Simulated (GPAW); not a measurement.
Crystal: AgBr.

```xyz
2
Lattice="0.0000 2.8702 2.8702 2.8702 0.0000 2.8702 2.8702 2.8702 0.0000" Properties=species:S:1:pos:R:3 pbc="T T T"
Ag    0.0000    0.0000    0.0000
Br    2.8702    2.8702    2.8702
```

Base run:

- Program: GPAW 26.7.0
- Functional: PBEsol
- Potentials or basis: PAW data sets generated in the run's folder for this functional
- Cutoff: 600 eV
- Basis: pw
- k mesh: 8 × 8 × 8
- Occupations: fermi-dirac, width 0.05 eV
- Spin: no spin polarisation
- Hubbard terms: Ag d U = 3 eV

Its results: band gap on the k mesh 1.04 eV, indirect (least direct gap 2.59 eV); pressure -0.9 GPa.

Problem. The run is repeated on the same cell with these changes: hubbard terms from Ag d U = 3 eV to none. What comes out?

Solution. Band gap on the k mesh 0.49 eV, indirect (least direct gap 2.46 eV); pressure -1.4 GPa.

The U term pushes filled and empty states of the shell apart.

A k mesh can miss the band edges.
